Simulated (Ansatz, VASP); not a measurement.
One calculation of Cs, two programs

Contents of INCAR:

```
PREC = Accurate ; ENCUT = 520
EDIFF = 1E-6 ; ISMEAR = -1
SIGMA = 0.15 ; LREAL = False
LASPH = True ; NELM = 60
ALGO = Normal ; ISIF = 2
LWAVE = False ; LCHARG = False
GGA = PS ; IVDW = 13
NBANDS = 10
```

File KPOINTS:

```
regular mesh
0
Gamma
  4 4 4
```

File POSCAR:

```
Cs
1.0
    0.0000000000      4.7311220000      4.7311220000
    4.7311220000      0.0000000000      4.7311220000
    4.7311220000      4.7311220000      0.0000000000
Cs
1
Direct
    0.0000000000      0.0000000000      0.0000000000
```

Input for Ansatz:

```yaml
crystal:
  lattice:
    - [0.0, 4.731122, 4.731122]
    - [4.731122, 0.0, 4.731122]
    - [4.731122, 4.731122, 0.0]
  atoms:
    - { symbol: Cs, position: [0.0, 0.0, 0.0] }
basis:
  ecutwfc: 460.0
  fft_grid_basis: typed
kpoints:
  mp_grid:
    grid: [4, 4, 4]
hamiltonian:
  xc: pbesol
  dispersion: d4
scf:
  max_iter: 150
  n_extra_bands: 12
  occupations:
    method: fermi_dirac
    width: 0.15
output:
  write_density: true
```

This isn't the form of Cs at room conditions, which is bcc.

Alike in both runs: task single point; functional PBEsol; dispersion D4; k mesh 4 × 4 × 4; occupations fermi-dirac, width 0.15 eV; no spin polarisation.

|  | VASP | Ansatz |
| --- | --- | --- |
| version | VASP 6.6.1 | Ansatz 0.2.0 |
| potentials or method | VASP PAW PBE potentials, release 64 (Cs_sv) | plane waves, PAW |
| plane-wave cutoff (eV) | 520 | 460 |
| valence electrons in the cell | 9 | 9 |

|  | VASP | Ansatz | Ansatz less VASP |
| --- | --- | --- | --- |
| dispersion energy (meV/atom) | -545.0 | -545.6 | -0.63 |

Ansatz warned: «dispersion_switch_in_reach».

 Spin-orbit coupling is left out, which matters for the levels of Cs.
